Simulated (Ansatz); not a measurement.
# W in Ansatz: the effect of functional

W:

```xyz
1
Lattice="-1.5610 1.5610 1.5610 1.5610 -1.5610 1.5610 1.5610 1.5610 -1.5610" Properties=species:S:1:pos:R:3 pbc="T T T"
W     0.0000    0.0000    0.0000
```

The cell isn't the ideal one: volume scaled by 0.96.

Alike in all runs:

* Program: Ansatz 0.2.0
* Task: single point
* Potentials or basis: Ansatz PAW
* k mesh: 12 × 12 × 12
* Occupations: fermi-dirac, width 0.05 eV
* Spin: no spin polarisation

| functional | cutoff | pressure (GPa) |
| --- | --- | --- |
| LDA | 420 eV (not typed: the program's choice for these potentials) | 4.0 |
| r2SCAN | 500 eV (not typed: the program's choice for these potentials) | ? |
| PBE | 420 eV (not typed: the program's choice for these potentials) | 20.1 |

Question: What does the run with functional r2SCAN give?

Answer: Pressure 15.8 GPa.

Caveats: the PAW data sets come from PBE, with cores solved anew for the run's functional, which leaves a small shift of forces and pressure (some runs).
